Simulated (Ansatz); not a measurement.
The system is Hf.

```
Hf
1.0
     0.00000    2.22000    2.22000
     2.22000    0.00000    2.22000
     2.22000    2.22000    0.00000
Hf
1
Direct
  0.00000 0.00000 0.00000
```

This isn't the form of Hf at room conditions, which is hcp.

```yaml
Program: Ansatz 0.2.0
Task: relaxation of cell and atoms
Functional: BLYP
Potentials_or_basis: Ansatz PAW
Cutoff: "420 eV (not typed: the program's choice for these potentials)"
k_mesh: 10 × 10 × 10
Occupations: fermi-dirac, width 0.05 eV
Spin: no spin polarisation
```

At the start: volume 21.88 Å³/atom.

Question: Where does the relaxation end?

Answer: It ends after 4 steps and the volume is 23.10 Å³/atom (+5.6 %); space group Fm-3m (No. 225, to 0.05 Å).

The path:
```csv
step,energy change (eV),largest force (eV/Å),volume (Å³)
1,0.0000,0.0000,21.88
2,-0.0213,0.0000,23.22
3,-0.0215,0.0000,23.10
4,-0.0218,0.0000,23.10
```

Final structure:
```yaml
crystal:
  lattice:
    - [0.00000, 2.26050, 2.26050]
    - [2.26050, 0.00000, 2.26050]
    - [2.26050, 2.26050, 0.00000]
  atoms:
    - { symbol: Hf, position: [0.00000, 0.00000, 0.00000] }
```

Caveat: the plane-wave basis is chosen anew once the cell has moved, so the energies of steps on either side of that aren't comparable; the PAW data sets come from PBE, with cores solved anew for the run's functional, which leaves a small shift of forces and pressure.
